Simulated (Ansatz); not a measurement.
Crystal: HfO2.

```
Hf O
1.0
     0.00000    2.55750    2.55750
     2.55750    0.00000    2.55750
     2.55750    2.55750    0.00000
Hf O
1 2
Direct
  0.00000 0.00000 0.00000
  0.75000 0.75000 0.75000
  0.25000 0.25000 0.25000
```

Measurements of this composition are mostly on another form, of space group No. 14.

```yaml
Program: Ansatz 0.2.0
Task: relaxation of cell and atoms
Functional: PBEsol
Potentials_or_basis: Ansatz PAW
Cutoff: "420 eV (not typed: the program's choice for these potentials)"
k_mesh: 9 × 9 × 9
Occupations: fermi-dirac, width 0.05 eV
Spin: no spin polarisation
```

At the start: volume 11.15 Å³/atom.

**Question.** How do energy, volume and symmetry change on relaxing?

**Answer.** It ends after 7 steps and the volume is 10.69 Å³/atom (-4.1 %); space group Fm-3m (No. 225, to 0.05 Å).

The path:
```
step  energy change (eV)  largest force (eV/Å)  volume (Å³)
   1              0.0000                0.0000        33.46
   2             -0.0508                0.0000        31.80
   3             -0.0515                0.0000        32.14
   4             -0.0517                0.0000        32.12
   5             -0.0452                0.0000        32.12
   6             -0.0454                0.0000        32.08
   7             -0.0453                0.0000        32.08
```

Final structure:
```cif
data_structure
_symmetry_space_group_name_H-M 'P 1'
_symmetry_Int_Tables_number 1
_cell_length_a 3.5665
_cell_length_b 3.5665
_cell_length_c 3.5665
_cell_angle_alpha 60.000
_cell_angle_beta 60.000
_cell_angle_gamma 60.000
_cell_volume 32.08
loop_
_atom_site_label
_atom_site_type_symbol
_atom_site_fract_x
_atom_site_fract_y
_atom_site_fract_z
_atom_site_occupancy
Hf1 Hf 0.00000 0.00000 0.00000 1
O1 O 0.75000 0.75000 0.75000 1
O2 O 0.25000 0.25000 0.25000 1
```

Caveat: the plane-wave basis is chosen anew once the cell has moved, so the energies of steps on either side of that aren't comparable; the pressure holds a Pulay correction of +1.0 GPa for the finite cutoff; the PAW data sets come from PBE, with cores solved anew for the run's functional, which leaves a small shift of forces and pressure.
